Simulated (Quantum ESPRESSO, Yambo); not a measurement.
An input for Quantum ESPRESSO 7.5 (KI (Fm-3m)):

```
&control
  calculation = 'nscf'
  prefix = 'x'
  outdir = 'o'
  pseudo_dir = 'pseudo'
/
&system
  ibrav = 0
  nat = 2
  ntyp = 2
  ecutwfc = 76.0
  nbnd = 37
  force_symmorphic = .true.
/
&electrons
  conv_thr = 1e-9
  electron_maxstep = 80
  diago_full_acc = .true.
  diago_thr_init = 5e-6
/
ATOMIC_SPECIES
  K 39.098 K.upf
  I 126.9 I.upf
CELL_PARAMETERS angstrom
  0.0000000000 3.5327750000 3.5327750000
  3.5327750000 0.0000000000 3.5327750000
  3.5327750000 3.5327750000 -0.0000000000
ATOMIC_POSITIONS crystal
  K 0.0000000000 0.0000000000 0.0000000000
  I 0.5000000000 0.5000000000 0.5000000000
K_POINTS automatic
  8 8 8 0 0 0
```

```sh
OMP_NUM_THREADS=1 mpirun -n 4 pw.x -nk 4 -in pw.in > pw.out
```

**Question.** How long will it take on 4 MPI ranks of Arm Neoverse V1, shared host, and how much memory?

It took 21 s; on shared hardware allow 11 s to 42 s. Peak host memory was 0.32 GiB.

[Paths, hosts, dates, memory and timing lines, banners, echoed tables and standing remarks are left out of the program output.]

[Logs are printed without paths, hosts, clocks, repeated set-up lines and the standing remarks that a program may print on its own settings, such as how far it seeks lower states.]

[Runs of the session that timed out or met a known fault of the program may be left out.]

[Hosts, paths, dates, database ids (printed as entryN), source tags and the programs' standing remarks are cut or masked in the printed files.]
